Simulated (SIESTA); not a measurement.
Crystal: Au.

```xyz
2
Lattice="1.4113 -2.5559 0.0000 1.4113 2.5559 0.0000 0.0000 0.0000 4.8932" Properties=species:S:1:pos:R:3 pbc="T T T"
Au    1.4113    0.8451    1.2233
Au    1.4113   -0.8451    3.6699
```

This isn't the form of Au at room conditions, which is fcc.

* Program: SIESTA 5.4.2
* Task: single point
* Functional: PBE
* Potentials or basis: PseudoDojo 0.4 standard (PBE files)
* Basis: DZP (energy shift 0.003 Ry; two zetas on semicore shells)
* Grid cutoff: 800 Ry
* Energy shift: 0.003 Ry
* k mesh: 11 × 11 × 6
* Occupations: fermi-dirac, width 0.05 eV
* Spin: no spin polarisation

On this cell: pressure 4.5 GPa; largest force 0.046 eV/Å; band gap on the k mesh none (metal or under the smearing width).

The same run follows on a disturbed copy (atoms moved at random, drawn with an rms of 0.05 Å):

```
Au
1.0
     1.41131   -2.55593    0.00000
     1.41131    2.55593    0.00000
     0.00000    0.00000    4.89317
Au
2
Direct
  0.33425 0.65236 0.25193
  0.65276 0.31258 0.74169
```

**Question.** What does the disturbed cell give?

**Answer.** The energy (extrapolated to zero smearing) moves by +5.2 meV/atom; pressure 4.8 GPa; largest force 0.432 eV/Å; band gap on the k mesh none (metal or under the smearing width).

Forces on the atoms (eV/Å):
```
Au  -0.017 -0.048 -0.429
Au   0.016  0.048  0.429
```

Stress tensor (GPa, compression positive):
```
8.50 0.14 0.08
0.14 3.34 0.09
0.08 0.09 2.60
```

Caveats: short orbitals over semicore shells can move pressures by several GPa; the basis of atomic orbitals isn't converged, which shifts pressures, moduli and gaps.
